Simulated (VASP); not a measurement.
# Zr3Si (Pm-3m) in VASP: density of states with PBEsol

Aim: the density of states of Zr3Si with PBEsol.

Program: VASP 6.6.1. These are calculated values, not measurements. Logs are shortened: lines on timing, memory, paths and dates and some standing lists are left out, and cuts for length are marked.

**1. The crystal as given**

It takes space group Pm-3m (No. 221, cubic). The conventional cell has a = 4.257 Å, b = 4.257 Å, c = 4.257 Å, α = 90.00°, β = 90.00°, γ = 90.00°. Around Zr (site symmetry 4/mmm) lie 8 Zr at 3.01 Å and 4 Si at 3.01 Å. Si (site symmetry m-3m) has 12 Zr at 3.01 Å as nearest neighbours.

The cell comes from a database or a generator and needn't be the stable form of this composition.

**2. Density of states, PBEsol**

POSCAR reads:

```
Zr3Si
1.0
    4.2572860831      0.0000000000      0.0000000000
    0.0000000000      4.2572860831      0.0000000000
    0.0000000000      0.0000000000      4.2572860831
Zr Si
3 1
Direct
    0.0000000000      0.5000000000      0.5000000000
    0.5000000000      0.5000000000      0.0000000000
    0.5000000000      0.0000000000      0.5000000000
    0.0000000000      0.0000000000      0.0000000000
```

INCAR.step1 reads:

```
SYSTEM = Zr3Si
PREC = Accurate ; ENCUT = 520
EDIFF = 1E-6 ; ISMEAR = 0
SIGMA = 0.05 ; LREAL = .False.
LASPH = .True. ; NELM = 100
ALGO = Normal ; ISIF = 2
LWAVE = .False. ; LCHARG = .True.
LMAXMIX = 4 ; GGA = PS
NBANDS = 28
```

KPOINTS.step1 reads:

```
regular mesh
0
Gamma
  8 8 8
  0 0 0
```

INCAR.step2 reads:

```
SYSTEM = Zr3Si
PREC = Accurate ; ENCUT = 520
EDIFF = 1E-6 ; ISMEAR = -5
SIGMA = 0.05 ; LREAL = .False.
LASPH = .True. ; NELM = 100
ALGO = Normal ; ISIF = 2
LWAVE = .False. ; LCHARG = .False.
LMAXMIX = 4 ; GGA = PS
LORBIT = 11 ; NEDOS = 1001
ICHARG = 11
```

KPOINTS.step2 reads:

```
regular mesh
0
Gamma
  12 12 12
  0 0 0
```

Potentials or basis: VASP PAW PBE potentials, release 64 (Zr_sv, Si).

Run with:

```
$ cat potpaw_PBE.64/Zr_sv/POTCAR potpaw_PBE.64/Si/POTCAR > POTCAR
$ cp INCAR.step1 INCAR
$ cp KPOINTS.step1 KPOINTS
$ mpirun -np 1 vasp_std > vasp.out
$ cp INCAR.step2 INCAR
$ cp KPOINTS.step2 KPOINTS
$ mpirun -np 1 vasp_std > vasp.out
```

OUTCAR:

```text
SYSTEM = Zr3Si
   PREC = Accurate
   ENCUT = 520
   EDIFF = 1E-6
   ISMEAR = -5
   LREAL = .False.
   LASPH = .True.
   NELM = 100
   ISIF = 2
   GGA = PS
   LORBIT = 11
   ICHARG = 11

 ion  position               nearest neighbor table
   1  0.000  0.500  0.500-   2 3.01   3 3.01   4 3.01   2 3.01   4 3.01   3 3.01   4 3.01   4 3.01
                             2 3.01   3 3.01   2 3.01   3 3.01
   2  0.500  0.500  0.000-   1 3.01   3 3.01   4 3.01   1 3.01   3 3.01   3 3.01   4 3.01   3 3.01
                             1 3.01   4 3.01   1 3.01   4 3.01
   3  0.500  0.000  0.500-   1 3.01   2 3.01   4 3.01   2 3.01   4 3.01   1 3.01   2 3.01   2 3.01
                             1 3.01   4 3.01   4 3.01   1 3.01
   4  0.000  0.000  0.000-   1 3.01   2 3.01   3 3.01   1 3.01   3 3.01   1 3.01   2 3.01   1 3.01
                             2 3.01   3 3.01   3 3.01   2 3.01

  LATTYP: Found a simple cubic cell.
 ALAT       =     4.2572860831

  Lattice vectors:

 A1 = (   4.2572860831,   0.0000000000,   0.0000000000)
 A2 = (   0.0000000000,   4.2572860831,   0.0000000000)
 A3 = (   0.0000000000,   0.0000000000,   4.2572860831)

Analysis of symmetry for initial positions (statically):
=====================================================================
 Subroutine PRICEL returns:
 Original cell was already a primitive cell.

 Routine SETGRP: Setting up the symmetry group for a
 simple cubic supercell.

 Subroutine GETGRP returns: Found 48 space group operations
 (whereof 48 operations were pure point group operations)
 out of a pool of 48 trial point group operations.

The static configuration has the point symmetry O_h .

Analysis of symmetry for dynamics (positions and initial velocities):
=====================================================================
 Subroutine PRICEL returns:
 Original cell was already a primitive cell.

 Routine SETGRP: Setting up the symmetry group for a
 simple cubic supercell.

 Subroutine GETGRP returns: Found 48 space group operations
 (whereof 48 operations were pure point group operations)
 out of a pool of 48 trial point group operations.

The dynamic configuration has the point symmetry O_h .

 Subroutine INISYM returns: Found 48 space group operations
[... 102 lines left out ...]
   NELM   =    100;   NELMIN=  2; NELMDL=  0     # of ELM steps
   EDIFF  = 0.1E-05   stopping-criterion for ELM
   LREAL  =      F    real-space projection
   EDIFFG = 0.1E-04   stopping-criterion for IOM
   NSW    =      0    number of steps for IOM
   IBRION =     -1    ionic relax: 0-MD 1-quasi-New 2-CG
   NFREE  =      0    steps in history (QN), initial steepest desc. (CG)
   ISIF   =      2    stress and relaxation
   ISYM   =      2    0-nonsym 1-usesym 2-fastsym
   POTIM  = 0.5000    time-step for ionic-motion
   TEBEG  =    0.0;   TEEND  =   0.0 temperature during run
   PSTRESS=    0.0 pullay stress
   NELECT =      40.0000    total number of electrons
   NUPDOWN=      -1.0000    fix difference up-down
   EMIN   =  10.00;   EMAX   =-10.00  energy-range for DOS
   EFERMI =   0.00;   METHOD = LEGACY
   ISMEAR =    -5;   SIGMA  =   0.05  broadening in eV -4-tet -1-fermi 0-gaus
   EFERMI_NEDOS =   21; number of points for ismear=-14 and -15
   IALGO  =     38    algorithm
   IMIX   =      4    mixing-type and parameters
     AMIX     =   0.40;   BMIX     =  1.00
     AMIX_MAG =   1.60;   BMIX_MAG =  1.00
  volume/ion in A,a.u.               =      19.29       130.18
  Fermi-wavevector in a.u.,A,eV,Ry     =   1.315110  2.485197 23.531461  1.729514
  Thomas-Fermi vector in A             =   2.445315
   LORBIT       =     11    0 simple, 1 ext, 2 COOP (PROOUT), +10 PAW based schemes
   GGA     = PS    functional components
   LHFCALC =     F    Hartree Fock is set to
   AEXX    =    0.0000 exact exchange contribution
   IVDW    =     0    specifies the selected vdW correction
   LEPSILON=     F    determine dielectric tensor
   LRPA    =     F    only Hartree local field effects (RPA)
 non-spin polarized calculation
 Fermi weights with tetrahedron method with Bloechl corrections
  energy-cutoff  :      520.00
  volume of cell :       77.16
 maximum number of plane-waves:      2103
 NGX is ok and might be reduce to    32

 number of electron      40.0000000 magnetization

 Free energy of the ion-electron system (eV)
  ---------------------------------------------------
  ext. energy  EPLUGINS =         0.00000000
  ---------------------------------------------------
  free energy    TOTEN  =       -34.68241167 eV

  energy without entropy =      -34.68241167  energy(sigma->0) =      -34.68241167

 E-fermi :  10.0584     XC(G=0): -11.6108

 val. band max:       10.1180187444   @ k =   0.3333   0.0000   0.0000
 cond. band min:      10.0474883286   @ k =   0.2500   0.0833   0.0000
 fundamental gap:     -0.0705304158
 Fermi energy:        10.0584339313

 k-point     1 :       0.0000    0.0000    0.0000
  band No.  band energies     occupation
      1     -38.5281      2.00000
      2     -38.2318      2.00000
      3     -38.2318      2.00000
      4     -17.0668      2.00000
      5     -17.0668      2.00000
      6     -17.0668      2.00000
[... 637 lines left out ...]
     23      11.2475      0.00000
     24      11.7476      0.00000

 [... further k-points ...]
[... 5 lines left out ...]
  --------------------------------------------------------------------------------------
  -------------------------------------------------------------------------------------
  Total        0.0510408      0.0510408      0.0510408      0.0000000      0.0000000     -0.0000000
  in kB        1.0598136      1.0598136      1.0598136      0.0000000      0.0000000     -0.0000000
  external PRESSURE =       1.0598136 kB  Pullay stress =       0.0000000 kB

 VOLUME and BASIS-vectors are now :
 -----------------------------------------------------------------------------
  energy-cutoff  :      520.00
  volume of cell :       77.16
      direct lattice vectors                 reciprocal lattice vectors
     4.257286083  0.000000000  0.000000000     0.234891426  0.000000000  0.000000000
     0.000000000  4.257286083  0.000000000     0.000000000  0.234891426  0.000000000
     0.000000000  0.000000000  4.257286083     0.000000000  0.000000000  0.234891426

 POSITION                                       TOTAL-FORCE (eV/Angst)
 -----------------------------------------------------------------------------------
      0.00000      2.12864      2.12864         0.000000      0.000000      0.000000
      2.12864      2.12864      0.00000         0.000000      0.000000      0.000000
      2.12864      0.00000      2.12864         0.000000      0.000000      0.000000
      0.00000      0.00000      0.00000         0.000000      0.000000      0.000000
 -----------------------------------------------------------------------------------
    total drift:                                0.000000     -0.000000     -0.000000

  FREE ENERGIE OF THE ION-ELECTRON SYSTEM (eV)
  ---------------------------------------------------
  free  energy   TOTEN  =       -34.6824116739 eV

  energy  without entropy=      -34.6824116739  energy(sigma->0) =      -34.68241167

 total charge

# of ion       s       p       d       tot
------------------------------------------
    1        2.223   5.958   1.797   9.978
    2        2.223   5.958   1.797   9.978
    3        2.223   5.958   1.797   9.978
    4        0.725   0.883   0.000   1.608
--------------------------------------------------
tot          7.394  18.756   5.390  31.541
```

It took 2 min on 1 thread of Intel Xeon Platinum 8488C (Sapphire Rapids), shared host; peak memory 0.25 GiB.

Results:

```yaml
Valence_electrons_inside_the_program's_atomic_spheres: Zr 9.98; Si 1.61
```

States per cell in windows of 0.5 eV (zero at the Fermi level; states under -8 eV left out):
```
from (eV)  total  Zr2_d  Zr1_d  Zr3_d  Si4_p  Si4_s  Zr1_s
     -8.0   1.35   0.02   0.02   0.02   0.00   0.48   0.01
     -7.5   0.00   0.00   0.00   0.00   0.00   0.00   0.00
     -7.0   0.00   0.00   0.00   0.00   0.00   0.00   0.00
     -6.5   0.00   0.00   0.00   0.00   0.00   0.00   0.00
     -6.0   0.00   0.00   0.00   0.00   0.00   0.00   0.00
     -5.5   0.01   0.00   0.00   0.00   0.00   0.00   0.00
     -5.0   0.27   0.01   0.01   0.01   0.03   0.00   0.01
     -4.5   1.00   0.05   0.05   0.05   0.10   0.01   0.04
     -4.0   1.10   0.06   0.06   0.06   0.11   0.01   0.04
     -3.5   1.51   0.12   0.12   0.12   0.16   0.00   0.03
     -3.0   2.26   0.24   0.24   0.24   0.25   0.00   0.02
     -2.5   1.23   0.15   0.15   0.15   0.08   0.00   0.01
     -2.0   1.46   0.22   0.22   0.22   0.04   0.00   0.02
     -1.5   1.95   0.36   0.36   0.36   0.02   0.00   0.02
     -1.0   1.71   0.31   0.31   0.31   0.03   0.00   0.01
     -0.5   1.70   0.28   0.28   0.28   0.07   0.00   0.01
      0.0   2.83   0.53   0.53   0.53   0.05   0.01   0.01
      0.5   1.06   0.20   0.20   0.20   0.01   0.00   0.00
      1.0   0.66   0.13   0.13   0.13   0.00   0.00   0.00
      1.5   1.87   0.36   0.36   0.36   0.01   0.02   0.01
      2.0   1.15   0.24   0.24   0.24   0.01   0.01   0.01
      2.5   0.29   0.06   0.06   0.06   0.00   0.00   0.00
      3.0   0.00   0.00   0.00   0.00   0.00   0.00   0.00
      3.5   0.00   0.00   0.00   0.00   0.00   0.00   0.00
      4.0   0.00   0.00   0.00   0.00   0.00   0.00   0.00
      4.5   0.00   0.00   0.00   0.00   0.00   0.00   0.00
```

Caveat: the PAW data sets were made with another functional, which shifts forces and pressure a little; tetrahedron occupations give inexact forces and stress in metals.
